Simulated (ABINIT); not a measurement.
Runs of ABINIT 10.8.3 (patched build) on PtS2. It takes space group P-3m1 (No. 164, trigonal). The conventional cell has a = 3.543 Å, b = 3.543 Å, c = 5.039 Å, α = 90.00°, β = 90.00°, γ = 120.00°. Pt (site symmetry -3m) has 6 S at 2.34 Å as nearest neighbours. Around S (site symmetry 3m) lie 3 Pt at 2.34 Å. 

```tsv
task	level	potentials or basis	k mesh	cutoff (eV)	smearing	stop of the response cycle (tolvrs)	q points	q points (reduced)	acoustic sum rule (asr)	gap on the mesh (eV)	pressure (GPa)	largest force (eV/Å)
phonons at a zone-boundary q	PBEsol	PseudoDojo NC SR PBEsol v0.4.1 standard	6 × 6 × 4, shifted	1034	fixed	1e-08	["M"]	[[0.5, 0.0, 0.0]]	-	-	6.0	0.94
phonons	PBE	SPMS NC PBE v1.0	8 × 8 × 4, shifted	599	fixed	1e-08	-	-	1	-	11.4	1.25
single point	PBEsol	PseudoDojo NC SR PBEsol v0.4.1 standard	7 × 7 × 4	1034	fermi-dirac 0.05 eV	-	-	-	-	(a)	6.0	0.94
single point	PBE	SPMS NC PBE v1.0	7 × 7 × 4	599	fermi-dirac 0.05 eV	-	-	-	-	0.84	11.4	1.25
```

Alike in all rows: no spin polarisation; cell as given.

Task: Estimate the missing entries.

Result: (a) 0.76.

Caveats: forces of over 1 eV/Å show positions far from the minimum, so gaps and moduli don't describe the material at rest (some runs); spin-orbit coupling is left out, which moves the levels of the heavy elements (some runs); an odd mesh through Γ misses points on the zone boundary, where band edges often lie (some runs); the cell is more than 3 GPa from zero pressure, which shifts response properties (some runs).

A k mesh can miss the band edges, and the runs leave out spin-orbit coupling on Pt.
